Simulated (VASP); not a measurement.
Here is a VASP 6.6.1 calculation.

Contents of INCAR:

```
PREC = Accurate
ENCUT = 600
EDIFF = 1E-6
ISMEAR = 0
SIGMA = 0.03
LREAL = False
LASPH = True
NELM = 80
ALGO = Normal
ISIF = 3
LWAVE = False
LCHARG = False
GGA = PE
IVDW = 12
IBRION = 2
NSW = 90
EDIFFG = -0.01
LATTICE_CONSTRAINTS = .TRUE. .TRUE. .FALSE.
KPAR = 4
```

Contents of KPOINTS:

```
regular mesh
0
Gamma
  9 9 1
```

The input POSCAR:

```
InSe
1.0
    4.0000000000      0.0000000000      0.0000000000
   -2.0000000000      3.4641016200      0.0000000000
    0.0000000000      0.0000000000     31.7977120000
Se In
4 4
Direct
    0.0000000000      0.0000000000      0.2830392300
    0.0000000000      0.0000000000      0.4515328700
    0.6666666700      0.3333333300      0.5484671300
    0.6666666700      0.3333333300      0.7169607700
    0.6666666700      0.3333333300      0.3228799600
    0.6666666700      0.3333333300      0.4115859700
    0.3333333300      0.6666666700      0.5883078600
    0.3333333300      0.6666666700      0.6770138700
```

Potentials or basis: VASP PAW PBE potentials, release 64 (Se, In_d).

Run with:

```console
$ cat potpaw_PBE.64/Se/POTCAR potpaw_PBE.64/In_d/POTCAR > POTCAR
$ mpirun -np 4 vasp_std > vasp.out
```

Task: Predict the band gap on the k mesh.

Result: 1.03 eV, indirect (least direct gap 1.10 eV).

Task: Predict the relaxed volume.

Result: 55.96 Å³/atom.

Final structure:
```cif
data_structure
_symmetry_space_group_name_H-M 'P 1'
_symmetry_Int_Tables_number 1
_cell_length_a 4.0319
_cell_length_b 4.0319
_cell_length_c 31.7977
_cell_angle_alpha 90.000
_cell_angle_beta 90.000
_cell_angle_gamma 120.000
_cell_volume 447.65
loop_
_atom_site_label
_atom_site_type_symbol
_atom_site_fract_x
_atom_site_fract_y
_atom_site_fract_z
_atom_site_occupancy
Se1 Se 0.00000 0.00000 0.28454 1
Se2 Se 0.00000 0.00000 0.45376 1
Se3 Se 0.66667 0.33333 0.54623 1
Se4 Se 0.66667 0.33333 0.71539 1
In1 In 0.66667 0.33333 0.32526 1
In2 In 0.66667 0.33333 0.41316 1
In3 In 0.33333 0.66667 0.58677 1
In4 In 0.33333 0.66667 0.67467 1
```

Caveat: spin-orbit coupling is left out, which moves the levels of the heavy elements. Zero-point motion and thermal expansion aren't in these numbers.
